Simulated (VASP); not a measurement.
Input of a VASP 6.6.1 run:

The input POSCAR:

```
GaSb
1.0
    0.0000000000      3.0792588685      3.0792588685
    3.0792588685      0.0000000000      3.0792588685
    3.0792588685      3.0792588685      0.0000000000
Sb Ga
1 1
Direct
    0.7500000000      0.7500000000      0.7500000000
    0.0000000000      0.0000000000      0.0000000000
```

INCAR.step1

```
SYSTEM = GaSb
PREC = Accurate ; ENCUT = 520
ISMEAR = -1 ; SIGMA = 0.05
LREAL = .FALSE. ; LASPH = .TRUE.
NELM = 80 ; NBANDS = 16
GGA = PE ; ALGO = Normal
EDIFF = 1E-4 ; LWAVE = .TRUE.
LCHARG = .FALSE.
```

Contents of INCAR.step2:

```
SYSTEM = GaSb
PREC = Accurate ; ENCUT = 520
EDIFF = 1E-6 ; ISMEAR = -1
SIGMA = 0.05 ; LREAL = .FALSE.
LASPH = .TRUE. ; NELM = 80
ALGO = Normal ; ISIF = 2
LWAVE = .FALSE. ; LCHARG = .FALSE.
METAGGA = R2SCAN ; LMIXTAU = .TRUE.
NBANDS = 16 ; ISTART = 1
```

KPOINTS

```
regular mesh
0
G
  8 8 8
  0 0 0
```

Potentials or basis: VASP PAW PBE potentials, release 64 (Sb, Ga_d).

Command:

```console
$ cat potpaw_PBE.64/Sb/POTCAR potpaw_PBE.64/Ga_d/POTCAR > POTCAR
$ cp INCAR.step1 INCAR
$ mpirun -np 1 vasp_std > vasp.out
$ cp INCAR.step2 INCAR
$ mpirun -np 1 vasp_std > vasp.out
```

(1) What does it give for the band gap on the k mesh?

(2) Predict the pressure.

Answers

(1) 0.30 eV, direct.

(2) -0.6 GPa.

Caveat: the PAW data sets were made with another functional, which shifts forces and pressure a little; spin-orbit coupling is left out, which moves the levels of the heavy elements.

**The experiment to reproduce.**

From a printed reference work, data compilation, for a bulk crystal of GaSb at 4.2 K: band gap 0.811 eV (direct).

Against the measured gap of GaSb, 0.811 eV (direct; 4.2 K; a printed reference work, data compilation), the calculated 0.30 eV is off by -0.51 eV. Spin-orbit coupling on Ga, Sb is left out. The value is that of r2SCAN on a finite k mesh, which can miss the band edges, without temperature or zero-point motion.
